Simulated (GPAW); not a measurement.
BAs:

```xyz
2
Lattice="0.0000 2.3885 2.3885 2.3885 0.0000 2.3885 2.3885 2.3885 0.0000" Properties=species:S:1:pos:R:3 pbc="T T T"
As    3.5827    3.5827    3.5827
B     0.0000    0.0000    0.0000
```

```yaml
Program: GPAW 26.7.0
Task: relaxation of cell and atoms
Functional: PBEsol
Dispersion: D3(BJ)+ATM
Potentials_or_basis: PAW data sets generated in the run's folder for this functional
Cutoff: 800 eV
Basis: pw
k_mesh: 10 × 10 × 10
Occupations: fermi-dirac, width 0.05 eV
Spin: no spin polarisation
```

At the start: pressure -3.0 GPa; volume 13.63 Å³/atom.

Problem. Where does the relaxation end?

Solution. Over 3 steps the energy falls by 2.6 meV/atom and the volume is 13.33 Å³/atom (-2.2 %); space group F-43m (No. 216, to 0.05 Å).

Step by step:
| step | energy change (eV) | largest force (eV/Å) | pressure (GPa) | volume (Å³) |
| --- | --- | --- | --- | --- |
| 1 | 0.0000 | 0.0000 | -3.03 | 27.25 |
| 2 | -0.0024 | 0.0000 | -2.28 | 27.10 |
| 3 | -0.0052 | 0.0000 | 0.06 | 26.66 |

Final structure:
```yaml
crystal:
  lattice:
    - [0.00000, 2.37116, 2.37116]
    - [2.37116, 0.00000, 2.37116]
    - [2.37116, 2.37116, 0.00000]
  atoms:
    - { symbol: As, position: [0.75000, 0.75000, 0.75000] }
    - { symbol: B, position: [0.00000, 0.00000, 0.00000] }
```

Caveat: later steps reuse the first step's grids.
